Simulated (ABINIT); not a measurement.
# ZrN (Fm-3m) in ABINIT: a series of runs

The runs below take ZrN through equation of state, with PBE.

Program: ABINIT 10.8.3 (patched build). These are calculated values, not measurements. Logs are shortened: lines on timing, memory, paths and dates and some standing lists are left out, and cuts for length are marked. The log counts tension as positive stress, the text compression.

## Step 1: Starting point

Symmetry: Fm-3m, No. 225, cubic system. The conventional cell has a = 4.600 Å, b = 4.600 Å, c = 4.600 Å, α = 90.00°, β = 90.00°, γ = 90.00°. Around Zr (site symmetry m-3m) lie 6 N at 2.30 Å. N (site symmetry m-3m) has 6 Zr at 2.30 Å as nearest neighbours.

## Step 2: Equation of state, PBE

Input file run.abi:

```
ndtset 7
getwfk -1
scalecart1 3*0.9795861087
scalecart2 3*0.9864848297
scalecart3 3*0.9932883884
scalecart4 3*1.0000000000
scalecart5 3*1.0066227096
scalecart6 3*1.0131594038
scalecart7 3*1.0196128224

pp_dirpath "./"
pseudos "Zr.upf, N.upf"

acell 3.2526911935 3.2526911935 3.2526911935 Angstrom
rprim
     0.0000000000     0.7071067812     0.7071067812
     0.7071067812     0.0000000000     0.7071067812
     0.7071067812     0.7071067812     0.0000000000
ntypat 2
znucl 40 7
natom 2
typat 1 2
xred
     0.5000000000     0.5000000000     0.5000000000
     0.0000000000     0.0000000000     0.0000000000

ecut 42.0

kptopt 1
ngkpt 10 10 10
nshiftk 1
shiftk 0.0 0.0 0.0

ixc 11

nband 13
occopt 3
tsmear 0.00183747

nstep 100
tolvrs 1.0e-10

iomode 3
prtwf 1
prtden 0
prteig 0
prtebands 0
```

Potentials or basis: PseudoDojo NC SR PBE v0.4.1 standard.

The run is started by

```
$ abinit run.abi > log 2>&1
```

run.abo:

```text
.Version 10.8.3 of ABINIT
 DATASET    1 : space group Fm -3 m (#225); Bravais cF (face-center cubic)
================================================================================
 Values of the parameters that define the memory need for DATASET  1.
     intxc =       0    ionmov =       0      iscf =       7    lmnmax =       6
     lnmax =       6     mgfft =      36  mpssoang =       3    mqgrid =    3001
     natom =       2  nloc_mem =       1    nspden =       1   nspinor =       1
    nsppol =       1      nsym =      48    n1xccc =    2501    ntypat =       2
    occopt =       3   xclevel =       2
       mpw =        2020          nfft =       46656          nkpt =          47
================================================================================
================================================================================
[... 61 lines left out ...]
 DATASET    7 : space group Fm -3 m (#225); Bravais cF (face-center cubic)
================================================================================
 Values of the parameters that define the memory need for DATASET  7.
     intxc =       0    ionmov =       0      iscf =       7    lmnmax =       6
     lnmax =       6     mgfft =      40  mpssoang =       3    mqgrid =    3001
     natom =       2  nloc_mem =       1    nspden =       1   nspinor =       1
    nsppol =       1      nsym =      48    n1xccc =    2501    ntypat =       2
    occopt =       3   xclevel =       2
       mpw =        2285          nfft =       64000          nkpt =          47
================================================================================
================================================================================

--------------------------------------------------------------------------------
------------- Echo of variables that govern the present computation ------------
--------------------------------------------------------------------------------
 -outvars: echo values of preprocessed input variables --------
            acell      6.1466955279E+00  6.1466955279E+00  6.1466955279E+00 Bohr
              amu      9.12240000E+01  1.40067400E+01
             ecut      4.20000000E+01 Hartree
           getwfk          -1
              ixc          11
           jdtset        1    2    3    4    5    6    7
         kptrlatt       10    0    0      0   10    0      0    0   10
          kptrlen1     6.02121755E+01
          kptrlen2     6.06362189E+01
          kptrlen3     6.10544129E+01
          kptrlen4     6.14669553E+01
          kptrlen5     6.18740331E+01
          kptrlen6     6.22758238E+01
          kptrlen7     6.26724958E+01
            natom           2
            nband          13
           ndtset           7
[... 126 lines left out ...]

--- !BeginCycle
iteration_state: {dtset: 1, }
solver: {iscf: 7, nstep: 100, nline: 4, wfoptalg: 0, }
tolerances: {tolvrs: 1.00E-10, }
...
[... 598 lines left out ...]
 getcut: wavevector=  0.0000  0.0000  0.0000  ngfft=  40  40  40
         ecut(hartree)=     42.000   => boxcut(ratio)=   2.21596

 getcut : COMMENT -
  Note that boxcut > 2.2 ; recall that boxcut=Gcut(box)/Gcut(sphere) = 2
  is sufficient for exact treatment of convolution.
  Such a large boxcut is a waste : you could raise ecut
  e.g. ecut=   51.559998 Hartrees makes boxcut=2

--------------------------------------------------------------------------------

-inwffil : will read wavefunctions from disk file runo_DS4_WFK.nc

================================================================================
[... 145 lines left out ...]
 getcut: wavevector=  0.0000  0.0000  0.0000  ngfft=  40  40  40
         ecut(hartree)=     42.000   => boxcut(ratio)=   2.20166

 getcut : COMMENT -
  Note that boxcut > 2.2 ; recall that boxcut=Gcut(box)/Gcut(sphere) = 2
  is sufficient for exact treatment of convolution.
  Such a large boxcut is a waste : you could raise ecut
  e.g. ecut=   50.896835 Hartrees makes boxcut=2

--------------------------------------------------------------------------------

-inwffil : will read wavefunctions from disk file runo_DS5_WFK.nc

================================================================================
[... 268 lines left out ...]
-Cartesian components of stress tensor (GPa)         [Pressure= -1.3263E+01 GPa]
- sigma(1 1)=  1.32632520E+01  sigma(3 2)=  0.00000000E+00
- sigma(2 2)=  1.32632520E+01  sigma(3 1)=  0.00000000E+00
- sigma(3 3)=  1.32632520E+01  sigma(2 1)=  0.00000000E+00

== END DATASET(S) ==============================================================
================================================================================

 -outvars: echo values of variables after computation  --------
            acell      6.1466955279E+00  6.1466955279E+00  6.1466955279E+00 Bohr
           etotal1    -6.1120829056E+01
           etotal2    -6.1122334533E+01
           etotal3    -6.1123159886E+01
           etotal4    -6.1123374048E+01
           etotal5    -6.1123038796E+01
           etotal6    -6.1122209830E+01
           etotal7    -6.1120937107E+01
            fcart1    -0.0000000000E+00 -0.0000000000E+00 -0.0000000000E+00
                      -0.0000000000E+00 -0.0000000000E+00 -0.0000000000E+00
            fcart2    -0.0000000000E+00 -0.0000000000E+00 -0.0000000000E+00
                      -0.0000000000E+00 -0.0000000000E+00 -0.0000000000E+00
            fcart3    -0.0000000000E+00 -0.0000000000E+00 -0.0000000000E+00
                      -0.0000000000E+00 -0.0000000000E+00 -0.0000000000E+00
            fcart4    -0.0000000000E+00 -0.0000000000E+00 -0.0000000000E+00
                      -0.0000000000E+00 -0.0000000000E+00 -0.0000000000E+00
            fcart5    -0.0000000000E+00 -0.0000000000E+00 -0.0000000000E+00
                      -0.0000000000E+00 -0.0000000000E+00 -0.0000000000E+00
[... 38 lines left out ...]
                       0.0000000000E+00  0.0000000000E+00  0.0000000000E+00
           xangst1     2.2530480501E+00  2.2530480501E+00  2.2530480501E+00
                       0.0000000000E+00  0.0000000000E+00  0.0000000000E+00
           xangst2     2.2689151084E+00  2.2689151084E+00  2.2689151084E+00
                       0.0000000000E+00  0.0000000000E+00  0.0000000000E+00
           xangst3     2.2845632934E+00  2.2845632934E+00  2.2845632934E+00
                       0.0000000000E+00  0.0000000000E+00  0.0000000000E+00
           xangst4     2.3000000001E+00  2.3000000001E+00  2.3000000001E+00
                       0.0000000000E+00  0.0000000000E+00  0.0000000000E+00
           xangst5     2.3152322322E+00  2.3152322322E+00  2.3152322322E+00
                       0.0000000000E+00  0.0000000000E+00  0.0000000000E+00
           xangst6     2.3302666288E+00  2.3302666288E+00  2.3302666288E+00
                       0.0000000000E+00  0.0000000000E+00  0.0000000000E+00
           xangst7     2.3451094916E+00  2.3451094916E+00  2.3451094916E+00
                       0.0000000000E+00  0.0000000000E+00  0.0000000000E+00
             xred      5.0000000000E-01  5.0000000000E-01  5.0000000000E-01
                       0.0000000000E+00  0.0000000000E+00  0.0000000000E+00
 Calculation completed.
```

It took 3.4 min on 1 thread of Arm Neoverse V2, shared host; peak memory 0.12 GiB.

What came out:

```yaml
Equilibrium_volume: 12.14 Å³/atom
Bulk_modulus: 248 GPa
Pressure_derivative_of_the_bulk_modulus: 4.3
```

Energy against volume, from the lowest point:
```csv
volume (Å³/atom),energy (meV/atom)
11.437,34.63
11.680,14.14
11.924,2.91
12.167,0.00
12.410,4.56
12.654,15.84
12.897,33.16
```

Caveat: pressures at fixed basis lie under the slope of the energies.

## Step 3: Equation of state, PBE

run.abi is that of step 2.

Potentials or basis: PseudoDojo NC SR PBE v0.4 stringent.

The run is started by

```
$ abinit run.abi > log 2>&1
```

run.abo:

```text
.Version 10.8.3 of ABINIT
 DATASET    1 : space group Fm -3 m (#225); Bravais cF (face-center cubic)
================================================================================
 Values of the parameters that define the memory need for DATASET  1.
     intxc =       0    ionmov =       0      iscf =       7    lmnmax =       6
     lnmax =       6     mgfft =      36  mpssoang =       3    mqgrid =    3001
     natom =       2  nloc_mem =       1    nspden =       1   nspinor =       1
    nsppol =       1      nsym =      48    n1xccc =    2501    ntypat =       2
    occopt =       3   xclevel =       2
       mpw =        2020          nfft =       46656          nkpt =          47
================================================================================
================================================================================
[... 61 lines left out ...]
 DATASET    7 : space group Fm -3 m (#225); Bravais cF (face-center cubic)
================================================================================
 Values of the parameters that define the memory need for DATASET  7.
     intxc =       0    ionmov =       0      iscf =       7    lmnmax =       6
     lnmax =       6     mgfft =      40  mpssoang =       3    mqgrid =    3001
     natom =       2  nloc_mem =       1    nspden =       1   nspinor =       1
    nsppol =       1      nsym =      48    n1xccc =    2501    ntypat =       2
    occopt =       3   xclevel =       2
       mpw =        2285          nfft =       64000          nkpt =          47
================================================================================
================================================================================

--------------------------------------------------------------------------------
------------- Echo of variables that govern the present computation ------------
--------------------------------------------------------------------------------
 -outvars: echo values of preprocessed input variables --------
            acell      6.1466955279E+00  6.1466955279E+00  6.1466955279E+00 Bohr
              amu      9.12240000E+01  1.40067400E+01
             ecut      4.20000000E+01 Hartree
           getwfk          -1
              ixc          11
           jdtset        1    2    3    4    5    6    7
         kptrlatt       10    0    0      0   10    0      0    0   10
          kptrlen1     6.02121755E+01
          kptrlen2     6.06362189E+01
          kptrlen3     6.10544129E+01
          kptrlen4     6.14669553E+01
          kptrlen5     6.18740331E+01
          kptrlen6     6.22758238E+01
          kptrlen7     6.26724958E+01
            natom           2
            nband          13
           ndtset           7
            ngfft1         36      36      36
            ngfft2         36      36      36
            ngfft3         36      36      36
            ngfft4         36      36      36
            ngfft5         40      40      40
            ngfft6         40      40      40
            ngfft7         40      40      40
             nkpt          47
            nstep         100
             nsym          48
           ntypat           2
           occopt           3
           prtden           0
        prtebands           0
           prteig           0
            rprim1     0.0000000000E+00  6.9267198023E-01  6.9267198023E-01
                       6.9267198023E-01  0.0000000000E+00  6.9267198023E-01
[... 48 lines left out ...]
                       0.0000000000E+00  0.0000000000E+00  0.0000000000E+00
            xcart7     4.4316146744E+00  4.4316146744E+00  4.4316146744E+00
                       0.0000000000E+00  0.0000000000E+00  0.0000000000E+00
             xred      5.0000000000E-01  5.0000000000E-01  5.0000000000E-01
                       0.0000000000E+00  0.0000000000E+00  0.0000000000E+00
            znucl       40.00000    7.00000

================================================================================

 chkinp: Checking input parameters for consistency, jdtset=   1.

 chkinp: Checking input parameters for consistency, jdtset=   2.
[... 33 lines left out ...]
 getcut: wavevector=  0.0000  0.0000  0.0000  ngfft=  36  36  36
         ecut(hartree)=     42.000   => boxcut(ratio)=   2.04941

--- Pseudopotential description ------------------------------------------------
- pspini: atom type   1  psp file is ./Zr.upf
12 -101130 2 -1 1622                          pspcod,pspxc,lmax,lloc,mmax
     nproj     2     2     2

- pspini: atom type   2  psp file is ./N.upf
12 -101130 1 -1 1058                          pspcod,pspxc,lmax,lloc,mmax
     nproj     2     2     0

   4.08144856E+02                                ecore*ucvol(ha*bohr**3)
--------------------------------------------------------------------------------

================================================================================

--- !BeginCycle
iteration_state: {dtset: 1, }
solver: {iscf: 7, nstep: 100, nline: 4, wfoptalg: 0, }
tolerances: {tolvrs: 1.00E-10, }
...
[... 598 lines left out ...]
 getcut: wavevector=  0.0000  0.0000  0.0000  ngfft=  40  40  40
         ecut(hartree)=     42.000   => boxcut(ratio)=   2.21596

 getcut : COMMENT -
  Note that boxcut > 2.2 ; recall that boxcut=Gcut(box)/Gcut(sphere) = 2
  is sufficient for exact treatment of convolution.
  Such a large boxcut is a waste : you could raise ecut
  e.g. ecut=   51.559998 Hartrees makes boxcut=2

--------------------------------------------------------------------------------

-inwffil : will read wavefunctions from disk file runo_DS4_WFK.nc

================================================================================
[... 145 lines left out ...]
 getcut: wavevector=  0.0000  0.0000  0.0000  ngfft=  40  40  40
         ecut(hartree)=     42.000   => boxcut(ratio)=   2.20166

 getcut : COMMENT -
  Note that boxcut > 2.2 ; recall that boxcut=Gcut(box)/Gcut(sphere) = 2
  is sufficient for exact treatment of convolution.
  Such a large boxcut is a waste : you could raise ecut
  e.g. ecut=   50.896835 Hartrees makes boxcut=2

--------------------------------------------------------------------------------

-inwffil : will read wavefunctions from disk file runo_DS5_WFK.nc

================================================================================
[... 268 lines left out ...]
-Cartesian components of stress tensor (GPa)         [Pressure= -1.3263E+01 GPa]
- sigma(1 1)=  1.32632520E+01  sigma(3 2)=  0.00000000E+00
- sigma(2 2)=  1.32632520E+01  sigma(3 1)=  0.00000000E+00
- sigma(3 3)=  1.32632520E+01  sigma(2 1)=  0.00000000E+00

== END DATASET(S) ==============================================================
================================================================================

 -outvars: echo values of variables after computation  --------
            acell      6.1466955279E+00  6.1466955279E+00  6.1466955279E+00 Bohr
           etotal1    -6.1120829056E+01
           etotal2    -6.1122334533E+01
           etotal3    -6.1123159886E+01
           etotal4    -6.1123374048E+01
           etotal5    -6.1123038796E+01
           etotal6    -6.1122209830E+01
           etotal7    -6.1120937107E+01
            fcart1    -0.0000000000E+00 -0.0000000000E+00 -0.0000000000E+00
                      -0.0000000000E+00 -0.0000000000E+00 -0.0000000000E+00
            fcart2    -0.0000000000E+00 -0.0000000000E+00 -0.0000000000E+00
                      -0.0000000000E+00 -0.0000000000E+00 -0.0000000000E+00
            fcart3    -0.0000000000E+00 -0.0000000000E+00 -0.0000000000E+00
                      -0.0000000000E+00 -0.0000000000E+00 -0.0000000000E+00
            fcart4    -0.0000000000E+00 -0.0000000000E+00 -0.0000000000E+00
                      -0.0000000000E+00 -0.0000000000E+00 -0.0000000000E+00
            fcart5    -0.0000000000E+00 -0.0000000000E+00 -0.0000000000E+00
                      -0.0000000000E+00 -0.0000000000E+00 -0.0000000000E+00
[... 38 lines left out ...]
                       0.0000000000E+00  0.0000000000E+00  0.0000000000E+00
           xangst1     2.2530480501E+00  2.2530480501E+00  2.2530480501E+00
                       0.0000000000E+00  0.0000000000E+00  0.0000000000E+00
           xangst2     2.2689151084E+00  2.2689151084E+00  2.2689151084E+00
                       0.0000000000E+00  0.0000000000E+00  0.0000000000E+00
           xangst3     2.2845632934E+00  2.2845632934E+00  2.2845632934E+00
                       0.0000000000E+00  0.0000000000E+00  0.0000000000E+00
           xangst4     2.3000000001E+00  2.3000000001E+00  2.3000000001E+00
                       0.0000000000E+00  0.0000000000E+00  0.0000000000E+00
           xangst5     2.3152322322E+00  2.3152322322E+00  2.3152322322E+00
                       0.0000000000E+00  0.0000000000E+00  0.0000000000E+00
           xangst6     2.3302666288E+00  2.3302666288E+00  2.3302666288E+00
                       0.0000000000E+00  0.0000000000E+00  0.0000000000E+00
           xangst7     2.3451094916E+00  2.3451094916E+00  2.3451094916E+00
                       0.0000000000E+00  0.0000000000E+00  0.0000000000E+00
             xred      5.0000000000E-01  5.0000000000E-01  5.0000000000E-01
                       0.0000000000E+00  0.0000000000E+00  0.0000000000E+00
 Calculation completed.
```

Wall time 3.4 min (1 thread of Arm Neoverse V2, shared host); peak memory 0.12 GiB.

What came out:

```yaml
Equilibrium_volume: 12.14 Å³/atom
Bulk_modulus: 248 GPa
Pressure_derivative_of_the_bulk_modulus: 4.3
```

Energy against volume, from the lowest point:
```
volume (Å³/atom)  energy (meV/atom)
          11.437              34.63
          11.680              14.14
          11.924               2.91
          12.167               0.00
          12.410               4.56
          12.654              15.84
          12.897              33.16
```

Caveat: pressures at fixed basis lie under the slope of the energies.

## Step 4: Equation of state, PBE

run.abi is that of step 3.

Potentials or basis: PseudoDojo NC SR PBE v0.5 standard.

The run is started by

```
$ abinit run.abi > log 2>&1
```

It took 3.4 min on 1 thread of Arm Neoverse V2, shared host; peak memory 0.12 GiB.

It converged, with:

```yaml
Equilibrium_volume: 12.14 Å³/atom
Bulk_modulus: 248 GPa
Pressure_derivative_of_the_bulk_modulus: 4.3
```

Energy against volume, from the lowest point:
```csv
volume (Å³/atom),energy (meV/atom)
11.437,34.63
11.680,14.14
11.924,2.91
12.167,0.00
12.410,4.56
12.654,15.84
12.897,33.16
```

Caveat: pressures at fixed basis lie under the slope of the energies.

## Step 5: The runs side by side

```tsv
potentials or basis	V0 of scaled cells (Å³/atom)	B0 (GPa)
PseudoDojo NC SR PBE v0.4.1 standard	12.14	248
PseudoDojo NC SR PBE v0.4 stringent	12.14	248
PseudoDojo NC SR PBE v0.5 standard	12.14	248
```

Alike in all rows: task equation of state; level PBE; no spin polarisation; cell as given; k mesh 10 × 10 × 10; cutoff (eV) 1143; smearing fermi-dirac 0.05 eV.

Caveats: pressures at fixed basis lie under the slope of the energies.

Total energies depend on the potentials used, so only differences within one code and one set of settings carry meaning.
